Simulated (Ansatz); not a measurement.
**Energy ranking of Ca structures (sheets)**

Computed with DFT PBE, scalar-relativistic, plane waves, PAW (Ansatz). Settings: cutoff 420 eV, Γ-centred meshes spaced at most about 0.3 Å⁻¹, and about 0.25 Å⁻¹ or finer for metals (2π included), Gaussian smearing. No spin polarisation.

Energies count from the standard state of Ca at the same level.

These are static total energies at zero pressure. Only the structures computed here compete, so a lower one can exist.

Invented guesses were relaxed alike, and ends that match in structure were merged. ΔE counts from the first row. Coordination counts all near atoms (those within 1.25 times the shortest distance at each site; a slash parts the counts of unlike sites). All are two-dimensional sheets, periodic along a and b, with vacuum along c.

| # | reached from | layer group | atoms | Å²/atom | coordination | ΔE (meV/atom) | gap on mesh (eV) |
| --- | --- | --- | --- | --- | --- | --- | --- |
| 1 | random sheet | p-3m1 (No. 72) | 2 | 6.7 | Ca 9 | 0 | 0.00 |
| 2 | random sheet | p6/mmm (No. 80) | 2 | 6.3 | Ca 7 | 171 | 0.00 |
| 3 | random sheet | p4/mmm (No. 61) | 3 | 17.8 | Ca 2/4 | 882 | 0.00 |

The lowest: Layer group p-3m1 (No. 72), a = 3.932 Å, b = 3.932 Å, γ = 120.0°, thickness 2.99 Å between the outermost nuclei. Ca at height 2.99 Å has 9 Ca at 3.75–3.93 Å. Its energy over the standard state is +0.37 eV/atom. It lies above the standard state, so it could only be metastable.

```xyz
2
Lattice="3.9316 0.0000 0.0000 -1.9658 3.4049 0.0000 0.0000 0.0000 29.0046" Properties=species:S:1:pos:R:3 pbc="T T F"
Ca    0.0000    2.2699    8.9951
Ca    1.9658    1.1350    6.0049
```

The second: Layer group p6/mmm (No. 80), a = 3.823 Å, b = 3.823 Å, γ = 120.0°, thickness 3.66 Å between the outermost nuclei. Ca at height 0.00 Å has 7 Ca at 3.66–3.82 Å. Counting all near atoms, the first has Ca 9 and the second has Ca 7. Cells relaxed within their symmetry can be saddle points. Some candidate types were left out of the draw beforehand, so a known form may be missing.
